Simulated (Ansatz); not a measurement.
Runs of Ansatz 0.2.0 on CoO. It takes space group I4/mmm (No. 139, tetragonal). The conventional cell has a = 3.016 Å, b = 3.016 Å, c = 4.214 Å, α = 90.00°, β = 90.00°, γ = 90.00°. Co (site symmetry 4/mmm) is surrounded by 6 O at 2.11 to 2.13 Å. O (site symmetry 4/mmm) is surrounded by 6 Co at 2.11 to 2.13 Å. 

| task | level | potentials or basis | spin | U | cell | smearing | driver | double counting | hubbard projectors | points for each segment of the path | gap on the mesh (eV) | pressure (GPa) | moment (μB) |
| --- | --- | --- | --- | --- | --- | --- | --- | --- | --- | --- | --- | --- | --- |
| single point | PBE | Ansatz PAW | collinear, ferromagnetic start | - | atoms moved at random, drawn with an rms of 0.05 Å | fermi-dirac 0.05 eV | - | - | - | - | none | 0.5 | 2.92 |
| single point | PBE | Ansatz PAW | collinear, ferromagnetic start | - | as given | fermi-dirac 0.05 eV | - | - | - | - | none | 0.0 | 2.92 |
| single point | PBEsol+D4+U | Ansatz PAW | collinear, random start | Co d U = 3.5 eV | as given | methfessel-paxton 0.1 eV | chain | amf | ortho-atomic (the default) | - | (a) | -9.9 | 1.00 |
| band structure | PBE+D3(BJ)+U | Ansatz PAW polarizable | collinear, ferromagnetic start | Co d U = 4.5 eV | as given | methfessel-paxton 0.01 eV | - | fll (the default) | all-electron-atomic | 14 | 1.31 | 60.9 | 3.00 |

Alike in all rows: k mesh 12 × 12 × 12; cutoff (eV) 420.

Question: Estimate the missing entries.

Answer: (a) 0.37.

Caveats: a cell with one magnetic atom can't hold antiferromagnetic order, which such compounds often take; semilocal functionals often make such compounds metallic where correlation or magnetic order opens a gap, which also shifts bond lengths (some runs); the magnetic or orbital state may not be the lowest (some runs); a pressure of tens of GPa on the cell as given is suspect, and the run, the potentials or the cell itself is likely at fault (some runs).

A k mesh can miss the band edges.

A gap of «none» marks a metal or a gap under the smearing width.
